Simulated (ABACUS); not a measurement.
# ZrB2 (P6/mmm) in ABACUS: single point with BLYP

Aim: the single point of ZrB2 with BLYP.

All numbers are computed with ABACUS 3.10.1; they aren't measurements. Logs are shortened: lines on timing, memory, paths and dates and some standing lists are left out, and cuts for length are marked.

## (1) Starting point

Symmetry: P6/mmm, No. 191, hexagonal system. Conventional cell: a = 3.170 Å, b = 3.170 Å, c = 3.533 Å, α = 90.00°, β = 90.00°, γ = 120.00°. Zr (site symmetry 6/mmm) has 12 B at 2.54 Å as nearest neighbours. Around B (site symmetry -6m2) lie 3 B at 1.83 Å.

## (2) Single point, BLYP

INPUT

```
INPUT_PARAMETERS
suffix              ZrB2
calculation         scf
basis_type          pw
pseudo_dir          ./
symmetry            1
dft_functional      GGA_X_B88+GGA_C_LYP
ecutwfc             83
pseudo_rcut         7
nspin               1
nbands              19
ks_solver           dav
smearing_method     fd
smearing_sigma      0.00367493
scf_thr             1e-08
scf_nmax            100
mixing_type         broyden
mixing_beta         0.7
cal_force           1
cal_stress          1
out_chg             1
out_pot             2
out_elf             1
```

STRU

```
ATOMIC_SPECIES
Zr 91.2240 Zr.upf
B 10.8100 B.upf

LATTICE_CONSTANT
1.8897261246

LATTICE_VECTORS
3.1700000000 0.0000000000 0.0000000000
-1.5850000000 2.7453005300 0.0000000000
0.0000000000 0.0000000000 3.5330000000

ATOMIC_POSITIONS
Direct

Zr
0.0
1
0.0000000000 0.0000000000 0.0000000000 1 1 1

B
0.0
2
0.6666666667 0.3333333333 0.5000000000 1 1 1
0.3333333333 0.6666666667 0.5000000000 1 1 1
```

KPT

```
K_POINTS
0
Gamma
8 8 6 0 0 0
```

Potentials or basis: Ansatz NC PBE, plane waves.

On the command line:

```
$ OMP_NUM_THREADS=1 mpirun -np 4 abacus > log
```

running log:

```text
[... set-up lines left out ...]
 PW ALGORITHM --------------- ION=   1  ELEC=   1--------------------------------

 Density error is 0.345633998502
                          Error Threshold = 0.01
----------------------------------------------------------
     Energy           Rydberg                 eV
----------------------------------------------------------
 E_KohnSham     -112.8346437099      -1535.1940862545
 E_Harris       -115.2301103106      -1567.7860813925
 E_Fermi        1.2320575972         16.7630035861
----------------------------------------------------------

 PW ALGORITHM --------------- ION=   1  ELEC=   2--------------------------------

 Density error is 0.121877243272
                          Error Threshold = 0.00192018888057
----------------------------------------------------------
     Energy           Rydberg                 eV
----------------------------------------------------------
 E_KohnSham     -112.9321884876      -1536.5212510414
 E_Harris       -111.6039848044      -1518.4501128446
 E_Fermi        1.2001637455         16.3290654716
----------------------------------------------------------

 PW ALGORITHM --------------- ION=   1  ELEC=   3--------------------------------

 Density error is 0.00123091745752
                          Error Threshold = 0.000677095795956
----------------------------------------------------------
     Energy           Rydberg                 eV
----------------------------------------------------------
 E_KohnSham     -112.9602346450      -1536.9028385894
 E_Harris       -113.0800412287      -1538.5328907859
 E_Fermi        1.2162307197         16.5476678701
----------------------------------------------------------

 PW ALGORITHM --------------- ION=   1  ELEC=   4--------------------------------

 Density error is 2.72293407837e-05
                          Error Threshold = 6.83843031958e-06
----------------------------------------------------------
     Energy           Rydberg                 eV
----------------------------------------------------------
 E_KohnSham     -112.9605781131      -1536.9075117123
 E_Harris       -112.9449545260      -1536.6949419046
 E_Fermi        1.2153587373         16.5358039419
----------------------------------------------------------

 PW ALGORITHM --------------- ION=   1  ELEC=   5--------------------------------

 Density error is 4.97933815071e-07
                          Error Threshold = 1.51274115465e-07
----------------------------------------------------------
     Energy           Rydberg                 eV
----------------------------------------------------------
 E_KohnSham     -112.9605855028      -1536.9076122541
 E_Harris       -112.9616915084      -1536.9226602319
 E_Fermi        1.2154861854         16.5375379610
----------------------------------------------------------

 PW ALGORITHM --------------- ION=   1  ELEC=   6--------------------------------

 Density error is 1.34395127431e-08
                          Error Threshold = 2.76629897262e-09
----------------------------------------------------------
     Energy           Rydberg                 eV
----------------------------------------------------------
 E_KohnSham     -112.9605856480      -1536.9076142292
 E_Harris       -112.9601445340      -1536.9016125660
 E_Fermi        1.2154858380         16.5375332348
----------------------------------------------------------

 PW ALGORITHM --------------- ION=   1  ELEC=   7--------------------------------

 Density error is 1.34036555068e-09
                          Error Threshold = 7.46639596841e-11
----------------------------------------------------------
     Energy           Rydberg                 eV
----------------------------------------------------------
 E_KohnSham     -112.9605856501      -1536.9076142585
 E_KS(sigma->0) -112.9605016599      -1536.9064715126
 E_Harris       -112.9604519689      -1536.9057954318
 E_band         -1.1043529644        -15.0254929191
 E_one_elec     -3.8544747950        -52.4428200091
 E_Hartree      12.4390332532        169.2417298555
 E_xc           -24.9541881576       -339.5191479075
 E_Ewald        -96.5907879703       -1314.1850907056
 E_entropy(-TS) -0.0001679805        -0.0022854918
 E_descf        0.0000000000         0.0000000000
 E_exx          0.0000000000         0.0000000000
 E_Fermi        1.2154898410         16.5375876982
----------------------------------------------------------

 charge density convergence is achieved
 final etot is -1536.9076143 eV
 EFERMI = 16.537587698 eV
The vacuum level is 11.535025822 eV

 STATE ENERGY(eV) AND OCCUPATIONS    NSPIN == 1
 1/40 kpoint (Cartesian) = 0.0000 0.0000 0.0000 (655 pws)
       1       -32.3742     0.00520833
       2       -10.5627     0.00520833
       3       -10.0215     0.00520833
       4       -10.0215     0.00520833
       5        3.77283     0.00520833
       6        13.7494     0.00520833
       7        13.7494     0.00520833
       8        13.9416     0.00520833
       9        14.0902     0.00520833
      10        19.7122    1.38773e-30
      11        19.7122    1.38773e-30
      12        20.4468    5.78025e-37
      13        20.4468    5.78025e-37
      14        21.2977    2.34777e-44
      15        21.6648    1.52253e-47
      16        21.6648    1.52253e-47
      17        24.1052    9.67366e-69
      18        25.7280    7.75229e-83
      19        31.9873        0.00000

 2/40 kpoint (Cartesian) = -0.039432 0.022766 0.0000 (661 pws)
       1       -32.3576      0.0312500
       2       -10.5383      0.0312500
       3       -10.1643      0.0312500
       4       -10.0527      0.0312500
       5        4.07858      0.0312500
       6        12.9206      0.0312500
       7        13.7515      0.0312500
       8        13.7663      0.0312500
       9        14.2174      0.0312500
      10        19.2308    1.26418e-25
      11        19.5329    3.00793e-28
      12        19.7844    1.96675e-30
      13        20.1488    1.34349e-33
      14        22.3573    8.82632e-53
      15        22.5427    2.16141e-54
      16        23.2163    3.04932e-60
      17        23.3296    3.16661e-61
      18        26.2570    1.18385e-86
      19        32.6407        0.00000

 3/40 kpoint (Cartesian) = -0.078864 0.045532 0.0000 (667 pws)
       1       -32.3173      0.0312500
       2       -10.4953      0.0312500
       3       -10.4789      0.0312500
       4       -10.1271      0.0312500
       5        4.92683      0.0312500
       6        11.2487      0.0312500
       7        13.1599      0.0312500
       8        13.6501      0.0312500
       9        14.5053      0.0312500
      10        18.5700    6.94401e-20
      11        19.1395    7.84943e-25
      12        19.7981    1.49408e-30
      13        20.0212    1.72425e-32
      14        22.7238    5.77770e-56
      15        23.4215    5.03604e-62
      16        25.1317    7.02954e-77
      17        25.8239    6.83788e-83
      18        26.8707        0.00000
      19        34.4046        0.00000

 4/40 kpoint (Cartesian) = -0.11830 0.068299 0.0000 (661 pws)
       1       -32.2767      0.0312500
       2       -10.8096      0.0312500
       3       -10.4186      0.0312500
       4       -10.2003      0.0312500
       5        6.17723      0.0312500
       6        9.45735      0.0312500
       7        12.6968      0.0312500
       8        13.4463      0.0312500
       9        14.0964      0.0312500
      10        18.7901    8.50436e-22
      11        19.0535    4.38712e-24
      12        19.8632    4.06286e-31
      13        20.6125    1.26186e-37
      14        22.8118    9.94355e-57
      15        25.1217    8.58602e-77
      16        25.8207    7.28505e-83
      17        28.1398        0.00000
      18        28.7126        0.00000
      19        33.1982        0.00000

 5/40 kpoint (Cartesian) = 0.15773 0.27319 0.0000 (676 pws)
       1       -32.2597      0.0156250
       2       -10.9354      0.0156250
       3       -10.3935      0.0156250
       4       -10.2302      0.0156250
       5        7.53926      0.0156250
       6        7.91463      0.0156250
       7        12.5324      0.0156250
       8        13.3452      0.0156250
       9        13.8182      0.0156250
      10        18.6417    8.27697e-21
      11        18.6557    6.25183e-21
      12        21.1676    9.50236e-43
      13        21.2750    1.10880e-43
      14        23.1570    4.98783e-60
      15        24.0843    4.40759e-68
      16        26.1787    2.83346e-86
      17        30.4716        0.00000
      18        30.5624        0.00000
      19        31.2543        0.00000

 6/40 kpoint (Cartesian) = -0.039432 0.068299 0.0000 (669 pws)
       1       -32.3292      0.0312500
       2       -10.4964      0.0312500
       3       -10.3845      0.0312500
       4       -10.1221      0.0312500
       5        4.65609      0.0312500
       6        11.8603      0.0312500
       7        13.3146      0.0312500
       8        13.3437      0.0312500
       9        14.7787      0.0312500
      10        18.3695    3.82760e-18
      11        18.7125    4.01717e-21
      12        19.7773    2.26297e-30
      13        21.1170    5.23013e-42
      14        22.7646    2.55641e-56
      15        23.2121    3.31522e-60
      16        23.8111    2.07739e-65
      17        25.0604    2.92992e-76
      18        26.9117        0.00000
      19        33.7090        0.00000

[... levels at 34 further k points ...]

------------------------------------------------------------------------------------------
 TOTAL-FORCE (eV/Angstrom)
------------------------------------------------------------------------------------------
                       Zr1         0.0000000000         0.0000000000         0.0000000000
                        B1         0.0000000000         0.0000000000         0.0000000000
                        B2         0.0000000000         0.0000000000         0.0000000000
------------------------------------------------------------------------------------------

----------------------------------------------------------------
 TOTAL-STRESS (KBAR)
----------------------------------------------------------------
        78.6663417070         0.0000000000         0.0000000000
         0.0000000000        78.6663417068        -0.0000000000
         0.0000000000         0.0000000000       116.9622459897
----------------------------------------------------------------
 TOTAL-PRESSURE: 91.431643 KBAR

 --------------------------------------------
 !FINAL_ETOT_IS -1536.9076142584908666 eV
 --------------------------------------------
```

Run time: 6.2 s. Hardware: 4 MPI ranks of Intel Xeon 6975P-C (Granite Rapids), shared host; peak memory 0.24 GiB.

Results:

```
Free energy            : -1536.9076 eV
Pressure               : 9.1 GPa
Band gap on the k mesh : none (metal or under the smearing width)
```

Caveat: the potentials were made for another functional, which shifts forces and pressure.
